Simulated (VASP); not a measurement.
In:

```xyz
1
Lattice="-1.8825 1.8825 1.8825 1.8825 -1.8825 1.8825 1.8825 1.8825 -1.8825" Properties=species:S:1:pos:R:3 pbc="T T T"
In    0.0000    0.0000    0.0000
```

This isn't the form of In at room conditions, which is tetragonal.

```yaml
Program: VASP 6.6.1
Task: relaxation of cell and atoms
Functional: PBE
Potentials_or_basis: VASP PAW PBE potentials, release 64 (In_d)
Cutoff: 600 eV
k_mesh: 10 × 10 × 10
Occupations: fermi-dirac, width 0.05 eV
Spin: no spin polarisation
```

At the start: pressure 1.5 GPa; volume 26.69 Å³/atom.

Problem. How do energy, volume and symmetry change on relaxing?

Solution. Over 3 steps the energy falls by 5.2 meV/atom and the volume is 27.81 Å³/atom (+4.2 %); space group Im-3m (No. 229, to 0.05 Å).

The path:
```
step  energy change (eV)  largest force (eV/Å)  pressure (GPa)  volume (Å³)
   1              0.0000                0.0000            1.52        26.69
   2             -0.0051                0.0000            0.16        27.68
   3             -0.0052                0.0000            0.00        27.81
```

Final structure:
```cif
data_structure
_symmetry_space_group_name_H-M 'P 1'
_symmetry_Int_Tables_number 1
_cell_length_a 3.3057
_cell_length_b 3.3057
_cell_length_c 3.3057
_cell_angle_alpha 109.471
_cell_angle_beta 109.471
_cell_angle_gamma 109.471
_cell_volume 27.81
loop_
_atom_site_label
_atom_site_type_symbol
_atom_site_fract_x
_atom_site_fract_y
_atom_site_fract_z
_atom_site_occupancy
In1 In 0.00000 0.00000 0.00000 1
```
